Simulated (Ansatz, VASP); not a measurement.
**Sr: VASP beside Ansatz**

```
Sr
1.0
     7.31139    0.00000    0.00000
     0.00000    7.11804    0.00000
     0.00000    0.00000    4.19923
Sr
4
Direct
  0.16360 0.25000 0.50066
  0.83640 0.75000 0.49934
  0.33640 0.75000 0.00066
  0.66360 0.25000 0.99934
```

Alike in both runs: functional PBE; k mesh 4 × 2 × 4; occupations gaussian, width 0.1 eV; no spin polarisation.

Ansatz relaxed the structure, and its values are those at the end. VASP's run is a single point on that final structure, the one shown.

```csv
,VASP,Ansatz
version,VASP 6.6.1,Ansatz 0.2.0
potentials or method,"VASP PAW PBE potentials, release 64 (Sr_sv)","scalar-relativistic, plane waves, PAW"
plane-wave cutoff (eV),520,420
valence electrons in the cell,40,40
```

```tsv
	VASP	Ansatz	Ansatz less VASP
gap on the k mesh at the Fermi level (eV)	none	none	-
pressure (GPa)	0.3	0.3	0.00
rms of the force components (eV/Å)	0.007	0.007	-0.0001
```

A gap of «none» marks a metal or a gap that the smearing closes.

Caveats: the k mesh is coarse (spacing up to 0.44 Å⁻¹), so the values aren't converged.
